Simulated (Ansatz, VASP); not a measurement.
# One calculation of Rh, two programs

Contents of POSCAR:

```
Rh
1.0
    0.0000000000      1.9008071574      1.9008071574
    1.9008071574      0.0000000000      1.9008071574
    1.9008071574      1.9008071574      0.0000000000
Rh
1
Direct
    0.0000000000      0.0000000000      0.0000000000
```

Contents of INCAR.step1:

```
PREC     = Accurate       # precision mode
ENCUT    = 520            # plane-wave cutoff, eV
ISMEAR   = 1              # smearing method
SIGMA    = 0.03           # smearing width, eV
LREAL    = F              # projectors in reciprocal space
LASPH    = T              # aspherical terms in the spheres
NELM     = 60             # most SCF steps
NBANDS   = 14             # bands
GGA      = PE             # functional
ALGO     = Normal         # electronic algorithm
EDIFF    = 1E-4           # SCF threshold, eV
LWAVE    = T              # write WAVECAR
LCHARG   = F              # write CHGCAR
```

The input INCAR.step2:

```
PREC     = Accurate       # precision mode
ENCUT    = 520            # plane-wave cutoff, eV
EDIFF    = 1E-6           # SCF threshold, eV
ISMEAR   = 1              # smearing method
SIGMA    = 0.03           # smearing width, eV
LREAL    = F              # projectors in reciprocal space
LASPH    = T              # aspherical terms in the spheres
NELM     = 60             # most SCF steps
ALGO     = Normal         # electronic algorithm
ISIF     = 2              # what is computed and relaxed
LWAVE    = F              # write WAVECAR
LCHARG   = F              # write CHGCAR
METAGGA  = R2SCAN         # meta-GGA
LMIXTAU  = T            
NBANDS   = 14             # bands
ISTART   = 1
```

Contents of KPOINTS:

```
regular mesh
0
Gamma
  14 14 14
```

Input for Ansatz:

```yaml
crystal:
  lattice:
    - [0.0, 1.9008071574, 1.9008071574]
    - [1.9008071574, 0.0, 1.9008071574]
    - [1.9008071574, 1.9008071574, 0.0]
  atoms:
    - { symbol: Rh, position: [0.0, 0.0, 0.0] }
hamiltonian:
  xc: r2scan
  pseudopotentials:
    kind: paw
    azcp:
      Rh: "pseudopotentials/Rh.paw.azcp"
basis:
  ecutwfc: 500
  fft_grid_basis: typed
kpoints:
  mp_grid: { grid: [14, 14, 14], shift: [0, 0, 0] }
magnetization:
  spin_polarized: false
scf:
  occupations: { method: methfessel_paxton, width: 0.03 }
  lower_state_search: "off"
output:
  stress: true
  write_density: true
  write_potential: true
  elf: true
  volumetric_format: npy
```

Alike in both runs: task single point; functional r2SCAN; k mesh 14 × 14 × 14; occupations methfessel-paxton of order 1, width 0.03 eV; no spin polarisation.

```csv
,VASP,Ansatz
version,VASP 6.6.1,Ansatz 0.2.0
potentials or method,"VASP PAW PBE potentials, release 64 (Rh_pv)","plane waves (500 eV) with PAW, scalar-relativistic"
plane-wave cutoff (eV),520,500
valence electrons in the cell,15,17
```

Ansatz gave:

| Property | Result |
| --- | --- |
| pressure (GPa) | -0.4 |

Problem. What did VASP give for the same quantities?

Solution. Pressure (GPa): 0.8.

With one functional, cell and mesh, what is left measures potentials, basis and numerics. The two sets of potentials don't hold the same shells in valence.

Caveats: the PAW data sets were made with another functional, which shifts forces and pressure a little (VASP).
